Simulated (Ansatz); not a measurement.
Ge3N4 at a changed volume: Electric field gradients

The cell is an entry of the Crystallography Open Database (COD), relaxed with PBE at fixed cell and then changed (volume scaled by 1.06, ions relaxed).

```cif
data_Ge3N4
_symmetry_space_group_name_H-M 'Fd-3m:1'
_symmetry_Int_Tables_number 227
_cell_length_a 8.4721
_cell_length_b 8.4721
_cell_length_c 8.4721
_cell_angle_alpha 90.000
_cell_angle_beta 90.000
_cell_angle_gamma 90.000
loop_
_atom_site_label
_atom_site_type_symbol
_atom_site_symmetry_multiplicity
_atom_site_Wyckoff_symbol
_atom_site_fract_x
_atom_site_fract_y
_atom_site_fract_z
Ge1 Ge 16 d 0.1250 0.1250 0.6250
Ge5 Ge 8 a 0.5000 0.5000 0.0000
N N 32 e 0.8838 0.8838 0.3838
```

One atom of each set is listed; the run and its k-mesh use a cell of 14 atoms with edges of 5.99, 5.99, 5.99 Å.

All values are calculated (Ansatz; DFT, PBE, plane waves and PAW, scalar-relativistic, 420 eV cutoff, Γ-centred 6×6×6 k-points, Fermi–Dirac smearing 0.02 eV), not measured.

Conventions: |V_zz| ≥ |V_yy| ≥ |V_xx|, η = (V_xx − V_yy)/V_zz, C_Q = eQV_zz/h.

⁷³Ge: I = 9/2, Q = -196.0 mb; N-14: I = 1, Q = 20.44 mb. Q values from Pyykkö, Mol. Phys. 116, 1328 (2018).

| site | atoms | first shell | V_zz (10²¹ V/m²) | η | C_Q (MHz) |
| --- | --- | --- | --- | --- | --- |
| Ge1 | 4 | 6 N at 2.05 Å | -0.37 | 0.00 | 1.73 |
| Ge5 | 2 | 4 N at 1.96 Å | 0.00 | – | 0 |
| N | 8 | 4 Ge at 1.96–2.05 Å | 4.39 | 0.00 | 2.17 |

An axis of threefold or higher order runs through Ge1 and N, so V_zz lies along it and η is zero. Ge5 sits on a cubic site, where every gradient vanishes.

At this changed cell the PBE pressure is -10 GPa.
